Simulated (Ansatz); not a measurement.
Relaxed bulk Na:

```cif
data_structure
_symmetry_space_group_name_H-M 'Im-3m'
_symmetry_Int_Tables_number 229
_cell_length_a 4.1966
_cell_length_b 4.1966
_cell_length_c 4.1966
_cell_angle_alpha 90.000
_cell_angle_beta 90.000
_cell_angle_gamma 90.000
_cell_volume 73.91
loop_
_atom_site_label
_atom_site_type_symbol
_atom_site_symmetry_multiplicity
_atom_site_Wyckoff_symbol
_atom_site_fract_x
_atom_site_fract_y
_atom_site_fract_z
_atom_site_occupancy
Na1 Na 2 a 0.00000 0.00000 0.00000 1
```

Miller indices refer to the conventional cell of Im-3m (No. 229), a = 4.197 Å, b = 4.197 Å, c = 4.197 Å, α = 90.00°, β = 90.00°, γ = 90.00°.

The (110) slab of 4 planes, 8.9 Å thick with 15 Å of vacuum as cut; outer planes Na (top) and Na (bottom).

The calculation used DFT PBE, scalar-relativistic, plane waves, PAW (Ansatz 0.2.0). Settings: cutoff 420 eV, Γ-centred mesh 10×10×1 on the computed 4-atom cell, Gaussian smearing of 0.10 eV; no spin polarisation. A dipole correction removes the field between periodic images along c.

With the atoms at the bulk's places:

For the slab as cut, the surface energy (mean of both faces) is 0.21 J/m² and the work function is 2.86 eV.

Q: What changes when all atoms relax within this surface cell and its symmetry?

A: The energy changes by under 0.001 J/m² a face. No atom moved: the forces on the slab as cut lay under the relaxation's threshold already, so smaller changes of the spacings aren't resolved.

```
Surface energy (mean of both faces) : 0.21 J/m²
Work function                       : 2.86 eV
```

| plane (bottom to top) | atoms | spacing to next, bulk (Å) | relaxed (Å) | change (%) |
| --- | --- | --- | --- | --- |
| 1 | Na | 2.967 | 2.967 | 0.0 |
| 2 | Na | 2.967 | 2.967 | 0.0 |
| 3 | Na | 2.967 | 2.967 | 0.0 |
| 4 | Na |  |  |  |